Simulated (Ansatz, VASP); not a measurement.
**Si in VASP and in Ansatz**

```
Si
1.0
     0.00000    1.84590    1.84590
     1.84590    0.00000    1.84590
     1.84590    1.84590    0.00000
Si
1
Direct
  0.00000 0.00000 0.00000
```

Change from the starting cell: volume scaled by 0.9, LAPW.

Alike in both runs: task single point; functional LDA; k mesh 18 × 18 × 18; occupations fermi-dirac, width 0.08 eV; no spin polarisation.

|  | VASP | Ansatz |
| --- | --- | --- |
| version | VASP 6.6.1 | Ansatz 0.2.0 |
| potentials or method | VASP PAW LDA potentials, release 64 (Si), cutoff 520 eV | all-electron LAPW, scalar-relativistic |

|  | VASP | Ansatz | Ansatz less VASP |
| --- | --- | --- | --- |
| pressure (GPa) | 11.7 | 11.6 | -0.05 |

Ansatz ran all-electron here, so the differences hold the error of VASP's frozen core and of both bases.
